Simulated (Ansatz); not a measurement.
WC (Qusongite):

```
CELL_PARAMETERS angstrom
2.90650 0.00000 0.00000
-1.45325 2.51710 0.00000
0.00000 0.00000 2.83660
ATOMIC_POSITIONS crystal
W 0.00000 0.00000 0.00000
C 0.66667 0.33333 0.50000
```

| Property | Result |
| --- | --- |
| Program | Ansatz 0.2.0 |
| Task | single point |
| Functional | PBE |
| Potentials or basis | Ansatz PAW |
| Cutoff | 420 eV (not typed: the program's choice for these potentials) |
| k mesh | 10 × 10 × 9 |
| Occupations | fermi-dirac, width 0.05 eV |
| Spin | no spin polarisation |

On this cell: pressure 5.6 GPa; largest force under 0.003 eV/Å; band gap on the k mesh none (metal or under the smearing width).

The same run follows on a disturbed copy (atoms moved at random, drawn with an rms of 0.05 Å):

```
W C
1.0
     2.90650    0.00000    0.00000
    -1.45325    2.51710    0.00000
     0.00000    0.00000    2.83660
W C
1 1
Direct
  0.00594 0.00668 0.01947
  0.68209 0.32485 0.51994
```

Task: What changes?

Result: The energy (extrapolated to zero smearing) moves by +16.1 meV/atom; pressure 6.3 GPa; largest force 1.035 eV/Å; band gap on the k mesh none (metal or under the smearing width).

Forces on the atoms (eV/Å):
```
W    0.829 -0.620  0.019
C   -0.829  0.620 -0.019
```

Stress tensor (GPa, compression positive):
```
 7.89 -2.13  0.03
-2.13  4.65 -0.02
 0.03 -0.02  6.23
```
